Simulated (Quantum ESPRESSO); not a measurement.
ZrS2:

```xyz
3
Lattice="3.6914 0.0000 0.0000 -1.8457 3.1968 0.0000 0.0000 0.0000 6.0411" Properties=species:S:1:pos:R:3 pbc="T T T"
Zr    0.0000    0.0000    0.0000
S     0.0000    2.1312    1.4372
S     1.8457    1.0656    4.6038
```

The cell is a database's computed one.

Program: Quantum ESPRESSO 7.5. Alike in all runs: no spin polarisation; cell as given; smearing fermi-dirac 0.05 eV.

**Question.** Order these runs on this cell by their pressure, lowest first.
A. level vdW-DF3-opt1; potentials or basis PseudoDojo 0.4.1 SR PBE standard; k mesh 8 × 8 × 5; cutoff (eV) 898; mesh quality not flagged
B. level LDA; potentials or basis PseudoDojo 0.4.1 SR LDA standard; k mesh 8 × 8 × 5; cutoff (eV) 952; form of the LDA correlation PW92; mesh quality not flagged
C. level PBE; potentials or basis SG15 PBE 1.2; k mesh 4 × 4 × 2; cutoff (eV) 898; mesh quality coarse

**Answer.** B (-4.5 GPa), A (-1.7 GPa), C (0.9 GPa).

Caveats: some runs use coarse meshes; this functional lacks dispersion, which binds the layers, so the pressure and a relaxed spacing across them are unreliable (some runs); the potentials were made for another functional, which shifts forces and pressure (some runs).

Not every run made on this cell is shown here.
